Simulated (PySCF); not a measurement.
Work out the structure from these simulated measurements.

Formula: C6H15N.

| Property | Result |
| --- | --- |
| 1H NMR | chemical shifts (computed TMS as zero) by class: 2.96 (2 H), 2.46 (2 H), 1.20 (1 H), 1.07 (3 H), 1.06 (6 H), -0.53 (1 H) ppm [GIAO PBE0/pcSseg-1] |
| Dipole | 0.99 D [PBE0/def2-SVPD] |
| UV, first state | lowest singlet excitation: 5.81 eV (214 nm, f = 0.012) [TDDFT PBE0/def2-SVPD] |
| NMR, other nuclei | isotropic shieldings of nuclei other than C and H, by class: 202 (1 N) ppm [GIAO PBE0/pcSseg-1] |
| UV, strongest line | among the 6 lowest singlet transitions: S5 at 7.23 eV (172 nm, f = 0.018) [TDDFT PBE0/def2-SVPD] |
| 13C NMR | chemical shifts (computed TMS as zero) by class: 59.6 (1 C), 48.8 (1 C), 34.7 (1 C), 22.7 (2 C), 17.1 (1 C) ppm [GIAO PBE0/pcSseg-1] |
| Triplet | lowest triplet excitation (Tamm–Dancoff): 5.63 eV [TDA PBE0/def2-SVPD] |
| Rotational structure | rotational constants A, B, C: 5.444, 1.192, 1.045 GHz [GFN2-xTB] |

Electronic properties: PySCF, gas phase, density fitting. Levels stand in brackets. The structure is a single GFN2-xTB conformer in the gas phase; no vibrational or solvent corrections. Each NMR value is the plain mean over a class of atoms that symmetry, rotation or inversion makes alike.

Q: Propose a structure and show how it fits.

A: Numbering: `[CH3:1][CH2:2][NH:3][CH2:4][CH:5]([CH3:6])[CH3:7]`. Its formula, C6H15N, gives 0 degrees of unsaturation, so no ring and no π bond. 6 carbons fall into 5 classes; from least to most shielded: sp3 carbon bound to nitrogen [C4] (59.6 ppm), sp3 carbon bound to nitrogen [C2] (48.8 ppm), sp3 CH carbon [C5] (34.7 ppm), methyl carbon [C6/C7] (22.7 ppm, 2 C), methyl carbon [C1] (17.1 ppm). Hydrogen classes from least to most shielded: 2 H on an sp3 carbon bound to nitrogen, C2 (2.96 ppm, a mean of values up to 0.7 ppm apart in this geometry), 2 H on an sp3 carbon bound to nitrogen, C4 (2.46 ppm, a mean of values up to 1.7 ppm apart in this geometry), 1 H on an sp3 CH carbon, C5 (1.20 ppm), 3 H on a methyl carbon, C1 (1.07 ppm, a mean of values up to 1.2 ppm apart in this geometry), 6 H on 2 methyl carbons, C6/C7 (1.06 ppm, a mean of values up to 2.0 ppm apart in this geometry), 1 H on a secondary amine nitrogen, N3 (-0.53 ppm). The other shieldings belong to: 202 ppm, secondary amine nitrogen [N3]. The optimised geometry has point group C1 and is an asymmetric top. Structure: `N(CC)CC(C)C` (ethyl isobutyl amine). Computed isomers that give other values at the same levels: `CN(C)C(C)(C)C` (13C chemical shifts (computed TMS as zero) by class: 54.2 (1 C), 40.3 (2 C), 27.7 (3 C) ppm); `CCN(CC)CC` (13C chemical shifts (computed TMS as zero) by class: 52.5 (3 C), 16.5 (3 C) ppm); `CCCCCCN` (13C chemical shifts (computed TMS as zero) by class: 47.3 (1 C), 38.7 (1 C), 37.9 (1 C), 32.1 (1 C), 28.8 (1 C), 17.6 (1 C) ppm). The assignments are read from this structure; whether some other isomer fits the data as well wasn't checked.

The values belong to the conformer `[CH3:1][CH2:2][NH:3][CH2:4][CH:5]([CH3:6])[CH3:7]`: C1–C2–N3–C4 -69°, C2–N3–C4–C5 -173°, N3–C4–C5–C6 60°.
